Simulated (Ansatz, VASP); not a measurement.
GaAs: VASP beside Ansatz

The input INCAR:

```
SYSTEM = GaAs
  PREC = Accurate
  ENCUT = 520
  EDIFF = 1E-7
  ISMEAR = 0
  SIGMA = 0.02
  LREAL = .FALSE.
  LASPH = .TRUE.
  NELM = 100
  ALGO = Normal
  ISIF = 2
  LWAVE = .FALSE.
  LCHARG = .FALSE.
  GGA = PE
  NBANDS = 16
```

File KPOINTS:

```
Automatic mesh
0
G
  12 12 12
  0 0 0
```

POSCAR

```
GaAs
1.0
    0.0000000000      2.7528549691      2.7528549691
    2.7528549691      0.0000000000      2.7528549691
    2.7528549691      2.7528549691      0.0000000000
Ga As
1 1
Direct
    0.0000000000      0.0000000000      0.0000000000
    0.2500000000      0.2500000000      0.2500000000
```

Input for Ansatz:

```yaml
crystal:
  lattice:
    - [0.0, 2.7528549691, 2.7528549691]
    - [2.7528549691, 0.0, 2.7528549691]
    - [2.7528549691, 2.7528549691, 0.0]
  atoms:
    - { symbol: Ga, position: [0.0, 0.0, 0.0] }
    - { symbol: As, position: [0.25, 0.25, 0.25] }
basis:
  ecutwfc: 420
kpoints:
  mp_grid: { grid: [12, 12, 12] }
hamiltonian:
  xc: pbe
scf:
  occupations: { method: gaussian, width: 0.02 }
output:
  forces: true
  stress: true
  eigenvalues: true
```

Alike in both runs: task single point; functional PBE; k mesh 12 × 12 × 12; occupations gaussian, width 0.02 eV; no spin polarisation.

|  | VASP | Ansatz |
| --- | --- | --- |
| version | VASP 6.6.1 | Ansatz 0.2.0 |
| potentials or method | VASP PAW PBE potentials, release 64 (Ga_d, As) | scalar-relativistic, plane waves, PAW |
| plane-wave cutoff (eV) | 520 | 420 |
| valence electrons in the cell | 18 | 28 |

|  | VASP | Ansatz | Ansatz less VASP |
| --- | --- | --- | --- |
| gap on the k mesh at the Fermi level (eV) | 1.14 | 1.13 | -0.009 |
| least direct gap on the mesh (eV) | 1.14 | 1.13 | -0.009 |
| pressure (GPa) | 10.7 | 10.5 | -0.25 |

With one functional, cell and mesh, what is left measures potentials, basis and numerics. The two sets of potentials don't hold the same shells in valence.

A k mesh can miss the band edges. Expect the measured gap to be larger: semilocal functionals such as PBE lack the derivative discontinuity.
